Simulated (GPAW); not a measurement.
Te2Mo:

```
CELL_PARAMETERS angstrom
3.51820 0.00000 0.00000
-1.75910 3.04685 0.00000
0.00000 0.00000 13.97360
ATOMIC_POSITIONS crystal
Te 0.66667 0.33333 0.37900
Te 0.33333 0.66667 0.87900
Te 0.66667 0.33333 0.12100
Te 0.33333 0.66667 0.62100
Mo 0.66667 0.33333 0.75000
Mo 0.33333 0.66667 0.25000
```

* Program: GPAW 26.7.0
* Task: relaxation of cell and atoms
* Functional: SOGGA
* Potentials or basis: PAW data sets generated in the run's folder for this functional
* Cutoff: 600 eV
* Basis: pw
* k mesh: 5 × 5 × 2
* Occupations: fermi-dirac, width 0.05 eV
* Spin: no spin polarisation

At the start: pressure -1.9 GPa; volume 24.96 Å³/atom.

How do energy, volume and symmetry change on relaxing?

Over 6 steps the energy falls by 2.9 meV/atom and the volume is 24.44 Å³/atom (-2.1 %); space group P6_3/mmc (No. 194, to 0.05 Å).

The path:
```csv
step,energy change (eV),largest force (eV/Å),pressure (GPa),volume (Å³)
1,0.0000,0.1700,-1.86,149.79
2,-0.0046,0.1099,-1.52,149.48
3,-0.0117,0.0860,-0.36,148.36
4,-0.0124,0.0877,-0.29,148.21
5,-0.0173,0.0304,0.07,146.66
6,-0.0173,0.0103,-0.01,146.65
```

Final structure:
```xyz
6
Lattice="3.4856 0.0000 0.0000 -1.7428 3.0186 0.0000 0.0000 0.0000 13.9381" Properties=species:S:1:pos:R:3 pbc="T T T"
Te    1.7428    1.0062    5.2856
Te    0.0000    2.0124   12.2547
Te    1.7428    1.0062    1.6834
Te    0.0000    2.0124    8.6524
Mo    1.7428    1.0062   10.4536
Mo    0.0000    2.0124    3.4845
```

Caveat: the k mesh is coarse; later steps reuse the first step's grids.
